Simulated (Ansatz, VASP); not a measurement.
Sn: VASP beside Ansatz

```
Sn
1.0
     2.87324    0.00000    0.00000
     0.00000    2.87324    0.00000
     0.00000    0.00000    2.87324
Sn
1
Direct
  0.00000 0.00000 0.00000
```

Change from the starting cell: volume scaled by 0.85, LAPW.

Alike in both runs: task single point; functional PBEsol; k mesh 14 × 14 × 14; occupations fermi-dirac, width 0.1 eV; no spin polarisation.

|  | VASP | Ansatz |
| --- | --- | --- |
| version | VASP 6.6.1 | Ansatz 0.2.0 |
| potentials or method | VASP PAW PBE potentials, release 64 (Sn_d), cutoff 520 eV | all-electron LAPW, scalar-relativistic |

Ansatz gave:

```
pressure (GPa) : 13.1
```

**Question.** What did VASP give for the same quantities?

**Answer.** Pressure (GPa): 13.0.

Ansatz ran all-electron here, so the differences hold the error of VASP's frozen core and of both bases.

Caveats: the PAW data sets were made with another functional, which shifts forces and pressure a little (VASP).
